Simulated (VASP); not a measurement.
# BP: zone-centre modes, functional by functional, part 3 of 3

How much do the zone-centre frequencies of BP depend on the functional? The starting structure is a measured crystal structure from the Crystallography Open Database.

VASP 6.6.1.

Results so far: LDA T2 819.5 cm⁻¹; LDA at the measured cell T2 793.4 cm⁻¹; PBEsol T2 811.0 cm⁻¹; PBE T2 800.0 cm⁻¹; PBEsol + D3(BJ) T2 828.0 cm⁻¹; r2SCAN T2 819.9 cm⁻¹.

## (8) Modes with r2SCAN + rVV10

Level of this step: r2SCAN with rVV10; plane waves and PAW (P, B) (VASP).

rVV10 adds a nonlocal correlation energy for dispersion. The cell comes from a relaxation at this level, not shown (23.20 Å³).

Contents of INCAR:

```
SYSTEM = BP
PREC = Accurate
ENCUT = 450
EDIFF = 1E-08
NELM = 100
ISMEAR = 0
SIGMA = 0.03
LREAL = .FALSE.
ALGO = Normal
METAGGA = R2SCAN
LUSE_VDW = .TRUE.
IVDW_NL = 2
BPARAM = 11.95
CPARAM = 0.0093
LASPH = .TRUE.
NBANDS = 10
LORBIT = 11
LWAVE = .FALSE.
LCHARG = .FALSE.
KPAR = 4
IBRION = 6
NFREE = 2
POTIM = 0.015
NSW = 1
ISIF = 2
```

Contents of POSCAR:

```
BP
1.0
    0.0000000000      2.2635907738      2.2635907738
    2.2635907738      0.0000000000      2.2635907738
    2.2635907738      2.2635907738      0.0000000000
P B
1 1
Direct
    0.7500000000      0.7500000000      0.7500000000
    0.0000000000      0.0000000000      0.0000000000
```

Contents of KPOINTS:

```
Automatic mesh
0
Gamma
12 12 12
0 0 0
```

PAW data sets: P and B (PBE family, release 64).

On the command line:

```sh
$ mpirun -np 4 vasp_std
```

Output:

```text
[banner, memory and clock lines left out]
running    4 mpi-ranks, on    1 nodes
[...]
|                                                                             |
|               ----> ADVICE to this user running VASP <----                  |
|                                                                             |
|     You have switched on vdW-DFT.                                           |
|     This routine was written and supplied by Jiri Klimes. We recommend      |
|     that you carefully read and cite the following publications:            |
|       J. Klimes, D.R. Bowler, A. Michelides                                 |
|          J. Phys.: Cond Matt. 22 022201 (2010)                              |
|       J. Klimes, D.R. Bowler, A. Michelides                                 |
|          Phys. Rev. B. 83, 195131 (2011)                                    |
|     and references therein.                                                 |
|                                                                             |

[...]
DAV:  15    -0.172252013809E+02    0.10956E-07   -0.23275E-10   796   0.123E-04    0.189E-04
Total rVV10 correction in eV:      0.0846593     8.9556507
Total rVV10 correction in eV:      0.0846593     8.9556507
Total rVV10 correction in eV:      0.0846593     8.9556507
Total rVV10 correction in eV:      0.0846593     8.9556507
DAV:  16    -0.172252013869E+02   -0.60431E-08   -0.29366E-11   776   0.425E-05
Total rVV10 correction in eV:      0.0846593     8.9556507
Total rVV10 correction in eV:      0.0846593     8.9556507
Total rVV10 correction in eV:      0.0846593     8.9556507
Total rVV10 correction in eV:      0.0846593     8.9556507
Total rVV10 correction in eV:      0.0846593     8.9556507
Total rVV10 correction in eV:      0.0846593     8.9556507
Total rVV10 correction in eV:      0.0846593     8.9556507
Total rVV10 correction in eV:      0.0846593     8.9556507
   1 F= -.17225201E+02 E0= -.17225201E+02  d E =-.223434E-17
[... from here on, the cycles between the ionic steps are left out ...]
   2 F= -.17222959E+02 E0= -.17222959E+02  d E =-.340177E-17
   3 F= -.17222959E+02 E0= -.17222959E+02  d E =-.341445E-17
   4 F= -.17222959E+02 E0= -.17222959E+02  d E =-.341459E-17
   5 F= -.17222959E+02 E0= -.17222959E+02  d E =-.340972E-17
 Finite differences progress:
  Degree of freedom:   2/  2
  Displacement:        2/  2
  Total:               4/  4
```

Elapsed: 4.6 min, on 4 MPI ranks of AMD EPYC 7R43, shared host; peak memory 1 GiB; 18 min of CPU time.

From OUTCAR (step 8):

```text
  Total        0.0015239      0.0054591      0.0054591      0.0000000      0.1079739      0.0000000
  in kB        0.1052517      0.3770559      0.3770559      0.0000000      7.4577094      0.0000000
  external PRESSURE =       0.2864545 kB  Pullay stress =       0.0000000 kB

 POSITION                                       TOTAL-FORCE (eV/Angst)
 -----------------------------------------------------------------------------------
      3.39539      3.39539      3.39539        -0.298906      0.000000      0.000000
     -0.01500      0.00000      0.00000         0.298906      0.000000      0.000000
 -----------------------------------------------------------------------------------
    total drift:                                0.000026     -0.000000     -0.000000

  FREE ENERGIE OF THE ION-ELECTRON SYSTEM (eV)
  ---------------------------------------------------
  free  energy   TOTEN  =       -17.2229592725 eV

  energy  without entropy=      -17.2229592725  energy(sigma->0) =      -17.22295927

[... 1 part as in an earlier step ...]

[... 2 further parts left out ...]
[key lines of the parts left out:]
E-fermi :   7.7628
```

With r2SCAN + rVV10 the mode is T2 822.3 cm⁻¹, +2.8 cm⁻¹ from LDA.

## (9) Modes with HSE06

HSE06 mixes in a quarter of exact exchange at short range, at far higher cost; in semiconductors this cures much of the gap error, while metals seldom gain. This run uses an 8×8×8 mesh. The cell comes from a relaxation at this level, not shown (23.07 Å³). Its starting orbitals come from a semilocal run on the same mesh, not shown.

Changes to INCAR since step 8:

```diff
@@ -9,9 +9,9 @@
 ALGO = Normal
-METAGGA = R2SCAN
-LUSE_VDW = .TRUE.
-IVDW_NL = 2
-BPARAM = 11.95
-CPARAM = 0.0093
+LHFCALC = .TRUE.
+AEXX = 0.25
+GGA = PE
+HFSCREEN = 0.2
 LASPH = .TRUE.
 NBANDS = 10
+PRECFOCK = Fast
 LORBIT = 11
```

Contents of POSCAR:

```
BP
1.0
    0.0000000000      2.2595633223      2.2595633223
    2.2595633223      0.0000000000      2.2595633223
    2.2595633223      2.2595633223      0.0000000000
P B
1 1
Direct
    0.7500000000      0.7500000000      0.7500000000
    0.0000000000      0.0000000000      0.0000000000
```

Contents of KPOINTS:

```
Automatic mesh
0
Gamma
8 8 8
0 0 0
```

On the command line:

```sh
$ mpirun -np 4 vasp_std
```

Output:

```text
[banner, memory and clock lines left out]
running    4 mpi-ranks, on    1 nodes
[...]
LDA part: xc-table for (Slater+PW92), standard interpolation
 found WAVECAR, reading the header
 POSCAR, INCAR and KPOINTS ok, starting setup
[...]
reading WAVECAR
 the WAVECAR file was read successfully
 initial charge from wavefunction
 entering main loop
       N       E                     dE             d eps       ncg     rms          rms(c)
DAV:   1    -0.148690320869E+02   -0.14869E+02   -0.32455E-01   604   0.376E+00    0.179E+00
DAV:   2    -0.148723475002E+02   -0.33154E-02   -0.11605E-02   702   0.750E-01    0.125E+00
DAV:   3    -0.148718430654E+02    0.50443E-03   -0.32403E-04   716   0.124E-01    0.727E-01
DAV:   4    -0.148716418534E+02    0.20121E-03   -0.88147E-05   696   0.606E-02    0.417E-01
[...]
DAV:  10    -0.148715506598E+02    0.84959E-07   -0.11258E-07   696   0.242E-03    0.156E-02
DAV:  11    -0.148715506361E+02    0.23633E-07   -0.42636E-08   690   0.157E-03    0.891E-03
DAV:  12    -0.148715506367E+02   -0.57923E-09   -0.15992E-08   622   0.988E-04
   1 F= -.14871551E+02 E0= -.14871551E+02  d E =-.415998E-14
[... from here on, the cycles between the ionic steps are left out ...]
   2 F= -.14869192E+02 E0= -.14869192E+02  d E =-.123068E-12
   3 F= -.14869192E+02 E0= -.14869192E+02  d E =-.123153E-12
   4 F= -.14869193E+02 E0= -.14869193E+02  d E =-.122541E-12
   5 F= -.14869193E+02 E0= -.14869193E+02  d E =-.124035E-12
 Finite differences progress:
  Degree of freedom:   2/  2
  Displacement:        2/  2
  Total:               4/  4
```

It took 45 min on 4 MPI ranks; peak memory 1 GiB.

From OUTCAR (step 9):

```text
  Total        0.0005495      0.0049147      0.0049147      0.0000000      0.1198197      0.0000000
  in kB        0.0381552      0.3412745      0.3412745      0.0000000      8.3202315      0.0000000
  external PRESSURE =       0.2402347 kB  Pullay stress =       0.0000000 kB

 POSITION                                       TOTAL-FORCE (eV/Angst)
 -----------------------------------------------------------------------------------
      3.38934      3.38934      3.38934        -0.314331     -0.000000     -0.000000
     -0.01500      0.00000      0.00000         0.314331      0.000000      0.000000
 -----------------------------------------------------------------------------------
    total drift:                               -0.000131     -0.000003      0.000004

  FREE ENERGIE OF THE ION-ELECTRON SYSTEM (eV)
  ---------------------------------------------------
  free  energy   TOTEN  =       -14.8691925544 eV

  energy  without entropy=      -14.8691925544  energy(sigma->0) =      -14.86919255

[... 3 further parts left out ...]
[key lines of the parts left out:]
E-fermi :   7.4108
```

With HSE06 the mode is T2 843.3 cm⁻¹, +23.8 cm⁻¹ from LDA.

## (10) The runs compared

```csv
run,T2,method,core minutes
LDA,819.5,perturbation theory,11.5
LDA at the measured cell,793.4,perturbation theory,9.27
PBEsol,811.0,perturbation theory,8.13
PBE,800.0,perturbation theory,8.67
PBEsol + D3(BJ),828.0,finite displacements,2.93
r2SCAN,819.9,finite displacements,14.4
r2SCAN + rVV10,822.3,finite displacements,18.2
HSE06,843.3,finite displacements,181.0
```

Modes are in cm⁻¹, degenerate ones as one, matched between runs by symmetry and order. A number in brackets counts the listed modes of one symmetry from the lowest. The symmetry labels come from an automatic analysis and can be wrong where levels nearly coincide. Core minutes are wall time times ranks of the run shown, on a shared host.

## (11) Outcome

| Property | Result |
| --- | --- |
| T2, LDA | 819.5 cm⁻¹ |
| T2, LDA at the measured cell | 793.4 cm⁻¹ |
| T2, PBEsol | 811.0 cm⁻¹ |
| T2, PBE | 800.0 cm⁻¹ |
| T2, PBEsol + D3(BJ) | 828.0 cm⁻¹ |
| T2, r2SCAN | 819.9 cm⁻¹ |
| T2, r2SCAN + rVV10 | 822.3 cm⁻¹ |
| T2, HSE06 | 843.3 cm⁻¹ |

What this shows: On the cells relaxed at each level, the T2 mode of BP lies between 800 cm⁻¹ (PBE) and 843 cm⁻¹ (HSE06, on an 8×8×8 mesh). Taking the measured cell, +3.2 % in volume, instead of the one relaxed with LDA moves T2 by -26.1 cm⁻¹. Some levels use perturbation theory and the others finite displacements, so their times can't be compared. LASPH is on in some of these runs and off in others, which adds a little to the differences. The dielectric constants and Born charges in the logs aren't compared here; at a small gap they can be far off, and in a run without a gap they mean nothing. HSE06 ran on a coarser mesh (8×8×8), which moves cell and modes too. The frequencies are harmonic, and the splitting of polar modes by their long-range field is left out. Further runs on this material are not shown.

[Lines on the potential files, build, host, timing and source positions are cut from VASP's logs without a mark.]

[Logs are printed without paths, hosts, clocks, repeated set-up lines and the standing remarks that a program may print on its own settings, such as how far it seeks lower states.]

[Hosts, paths, dates, database ids (printed as entryN), source tags and the programs' standing remarks are cut or masked in the printed files.]
